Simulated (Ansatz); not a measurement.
A run of Ansatz 0.2.0 is set up as follows.

File input.yaml:

```yaml
crystal:
  lattice:
    - [3.223, 0.0, 0.0]
    - [-1.6115, 2.7911998764, 0.0]
    - [0.0, 0.0, 3.191]
  atoms:
    - { symbol: Mo, position: [0.0, 0.0, 0.0] }
    - { symbol: P, position: [0.3333333333, 0.6666666667, 0.5] }
kpoints:
  mp_grid: { grid: [10, 10, 8] }
  band_path:
    path:
      - [0.0, 0.0, 0.0]
      - [0.5, 0.0, 0.0]
      - [0.3333333333, 0.3333333333, 0.0]
      - [0.0, 0.0, 0.0]
      - [0.0, 0.0, 0.5]
      - [0.5, 0.0, 0.5]
      - [0.3333333333, 0.3333333333, 0.5]
      - [0.0, 0.0, 0.5]
    npoints: 10
scf:
  occupations: { method: fermi_dirac, width: 0.05 }
hamiltonian:
  xc: pbesol
  pseudopotentials: { kind: all_electron, datasets: crystal }
output:
  forces: true
  stress: true
  eigenvalues: true
```

Potentials or basis: all-electron PAW datasets made for the crystal.

The run is started by

```bash
$ ansatz run input.yaml --threads 1 --pin off --max-ram 3072MiB --backend cpu --events-out ev --progress --plain --runs-dir out
```

**Question.** What does it give for the band gap along the path?

**Answer.** None (metal or under the smearing width).

**Question.** Predict the pressure.

**Answer.** -3.8 GPa.

Levels at the corners of the path, in eV from the Fermi level:
```
point  band 2  band 3  band 4  band 5  band 6  band 7  band 8  band 9  band 10  band 11
    Γ   -4.20   -3.29   -3.29   -0.68    0.29    0.29    4.15    4.15     5.51     8.93
    M   -7.26   -3.92   -3.75   -1.24   -0.41    1.73    2.38    4.66     6.09     8.33
    K   -6.57   -5.26   -3.73   -1.51   -0.06    0.68    0.81    6.86     8.80    10.83
    Γ   -4.20   -3.29   -3.29   -0.68    0.29    0.29    4.15    4.15     5.51     8.93
    A   -7.85   -2.70   -2.70   -1.67   -1.67    1.34    2.96    2.96     7.86     8.61
    L   -6.13   -5.28   -4.41   -1.05    1.45    1.85    3.56    5.04     6.18     6.72
    H   -6.88   -5.69   -3.23   -1.32    1.55    3.33    4.23    4.25     4.97     5.52
    A   -7.85   -2.70   -2.70   -1.67   -1.67    1.34    2.96    2.96     7.86     8.61
```
